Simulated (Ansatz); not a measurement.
# Molecular dynamics of WC

The input (input.yaml):

```yaml
accuracy: low
crystal:
  lattice:
    - [5.77632, 0.0, 0.0]
    - [-2.88816, 5.00244, 0.0]
    - [0.0, 0.0, 16.23846]
  atoms:
    - { symbol: W, position: [0.0, 0.0, 0.0615822] }
    - { symbol: C, position: [0.33333334, 0.16666666, 0.1424852] }
    - { symbol: W, position: [0.0, 0.0, 0.23954389] }
    - { symbol: C, position: [0.33333334, 0.16666666, 0.3085323] }
    - { symbol: W, position: [-1.0e-08, 0.49999999, 0.0615822] }
    - { symbol: C, position: [0.33333333, 0.66666666, 0.1424852] }
    - { symbol: W, position: [-1.0e-08, 0.49999999, 0.23954389] }
    - { symbol: C, position: [0.33333333, 0.66666666, 0.3085323] }
    - { symbol: W, position: [0.50000001, 0.0, 0.0615822] }
    - { symbol: C, position: [0.83333334, 0.16666666, 0.1424852] }
    - { symbol: W, position: [0.50000001, 0.0, 0.23954389] }
    - { symbol: C, position: [0.83333334, 0.16666666, 0.3085323] }
    - { symbol: W, position: [0.5, 0.49999999, 0.0615822] }
    - { symbol: C, position: [0.83333334, 0.66666666, 0.1424852] }
    - { symbol: W, position: [0.5, 0.49999999, 0.23954389] }
    - { symbol: C, position: [0.83333334, 0.66666666, 0.3085323] }
basis:
  ecutwfc: 420.0
kpoints:
  mp_grid: { grid: [2, 2, 1] }
hamiltonian:
  xc: pbe
  pseudopotentials: { kind: paw, azcp: { folder: soft_1 } }
scf:
  occupations: { method: fermi_dirac, width: 0.1 }
  lower_state_search: "off"
md:
  timestep: 1
  n_steps: 130
  ensemble: nvt_nose_hoover
  temperature: 300.0
  initial_velocities: maxwell_boltzmann
  seed: 104879
  nose_hoover: { tau: 100.0, chain_length: 3 }
  constraints: [{ sites: [0, 4, 8, 12] }]
```

Run as:

```bash
$ ansatz run input.yaml --threads 1 --pin off --max-ram 3072MiB --backend cpu --events-out ev --progress --plain --runs-dir out
```

It starts from a partly relaxed structure (largest force component 0.07 eV/Å).

Output, in part (step lines):

```
md step     0: t =     0.00 fs  T =   300.0 K  F+E_penalty+E_count = -85080.48993187 eV  E_kin = 0.465336 eV  conserved = -85080.02459587 eV  (11 SCF iters)
md step     1: t =     1.00 fs  T =   296.9 K  F+E_penalty+E_count = -85080.48506123 eV  E_kin = 0.460474 eV  conserved = -85080.02458723 eV  (8 SCF iters)
md step     2: t =     2.00 fs  T =   288.8 K  F+E_penalty+E_count = -85080.47249907 eV  E_kin = 0.447948 eV  conserved = -85080.02455238 eV  (8 SCF iters)
md step     3: t =     3.00 fs  T =   276.2 K  F+E_penalty+E_count = -85080.45283783 eV  E_kin = 0.428351 eV  conserved = -85080.02449262 eV  (8 SCF iters)
md step     4: t =     4.00 fs  T =   259.6 K  F+E_penalty+E_count = -85080.42706245 eV  E_kin = 0.402669 eV  conserved = -85080.02441096 eV  (8 SCF iters)
md step     5: t =     5.00 fs  T =   240.0 K  F+E_penalty+E_count = -85080.39650080 eV  E_kin = 0.372227 eV  conserved = -85080.02431199 eV  (4 SCF iters)
md step     6: t =     6.00 fs  T =   218.3 K  F+E_penalty+E_count = -85080.36274881 eV  E_kin = 0.338618 eV  conserved = -85080.02420162 eV  (2 SCF iters)
md step     7: t =     7.00 fs  T =   195.7 K  F+E_penalty+E_count = -85080.32757438 eV  E_kin = 0.303606 eV  conserved = -85080.02408706 eV  (3 SCF iters)
[... lines left out ...]
md step   129: t =   129.00 fs  T =   211.8 K  F+E_penalty+E_count = -85080.17690865 eV  E_kin = 0.328456 eV  conserved = -85080.02407856 eV  (2 SCF iters)
md step   130: t =   130.00 fs  T =   206.5 K  F+E_penalty+E_count = -85080.16708668 eV  E_kin = 0.320252 eV  conserved = -85080.02407587 eV  (8 SCF iters)
```

The steps, from the saved trajectory:

```
time (fs)  T (K)  potential energy less start (eV)  conserved less start (meV/atom)
      0.0    300                             0.000                             0.00
      4.0    260                             0.063                             0.01
      8.0    173                             0.197                             0.04
     12.0    108                             0.300                             0.06
     16.0    105                             0.305                             0.05
     20.0    148                             0.239                             0.03
     24.0    185                             0.182                             0.01
     28.0    183                             0.189                             0.02
     32.0    146                             0.249                             0.03
     36.0    104                             0.317                             0.04
     40.0     82                             0.353                             0.04
     44.0     84                             0.352                             0.04
     48.0     97                             0.334                             0.03
     52.0    110                             0.318                             0.03
     56.0    124                             0.301                             0.04
     60.0    147                             0.270                             0.04
     64.0    179                             0.227                             0.03
     68.0    202                             0.200                             0.02
     72.0    199                             0.213                             0.03
     76.0    179                             0.253                             0.04
     80.0    172                             0.273                             0.05
     84.0    198                             0.240                             0.04
     88.0    247                             0.175                             0.03
     92.0    282                             0.132                             0.02
     96.0    277                             0.153                             0.02
    100.0    233                             0.232                             0.04
    104.0    180                             0.322                             0.05
    108.0    150                             0.375                             0.05
    112.0    154                             0.374                             0.05
    116.0    177                             0.345                             0.04
    120.0    200                             0.315                             0.04
    124.0    216                             0.298                             0.04
    128.0    215                             0.306                             0.03
```

The run went to its last step. The conserved energy stayed within 0.057 meV per atom of its start (net change 0.033 meV per atom), so the integration is sound. The mean temperature of the second half is 32 % below the set value. A run of 0.13 ps of so small a system gives no equilibrium averages. Limits of this set-up: coarse k mesh, thin slab, slab without dipole correction, low accuracy level.

Mean squared displacements from the first frame to the last: W 0.00 Å², C 0.00 Å².

Last frame:

```xyz
16
Lattice="5.7763 0.0000 0.0000 -2.8882 5.0024 0.0000 0.0000 0.0000 16.2385" Properties=species:S:1:pos:R:3
W 0.000 0.000 1.000
C 1.433 0.848 2.352
W 0.019 0.006 3.939
C 1.507 0.866 5.043
W -1.444 2.501 1.000
C 0.038 3.276 2.291
W -1.458 2.462 3.848
C -0.004 3.241 5.040
W 2.888 0.000 1.000
C 4.308 0.820 2.293
W 2.845 -0.064 3.860
C 4.301 0.795 5.035
W 1.444 2.501 1.000
C 2.870 3.373 2.306
W 1.442 2.532 3.936
C 2.920 3.316 5.049
```

Run time: 14 min on 1 thread of Arm Neoverse V1 (shared host), peak memory 0.74 GiB.
